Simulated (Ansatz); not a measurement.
## Rb: projected DOS by orbital

```yaml
crystal:
  lattice:
    - [-2.80600, 2.80600, 2.80600]
    - [2.80600, -2.80600, 2.80600]
    - [2.80600, 2.80600, -2.80600]
  atoms:
    - { symbol: Rb, position: [0.00000, 0.00000, 0.00000] }
```

Structure: COD 9012874, as refined from experiment and not relaxed.

Method: DFT, PBE, all-electron LAPW, scalar-relativistic (Ansatz 0.2.0).

Numerical set-up: a Γ-centred 10×10×10 k mesh, Fermi–Dirac smearing of 0.05 eV, basis error target 0.5 meV/atom, no spin polarisation.

States per eV for one atom of each kind, in 0.4 eV bins named by their centres, from the Fermi level, projected on a minimal set of Löwdin-orthogonalised atomic shells; orbitals are real harmonics on the Cartesian axes, equal curves share a column, and empty bins are left out, as is all above 2.6 eV, near the top of the computed bands.

Rb 4p:

```
# E all pz=px=py
-13.1 14.97 4.99
-1.1 0.01 0.00
-0.7 0.01 0.00
-0.3 0.01 0.00
```

Rb 5s:

```
# E all
-13.1 0.03
-1.9 0.10
-1.5 0.30
-1.1 0.44
-0.7 0.58
-0.3 0.70
0.1 0.90
0.5 0.72
0.9 0.24
1.3 0.10
1.7 0.08
2.1 0.09
2.5 0.13
```
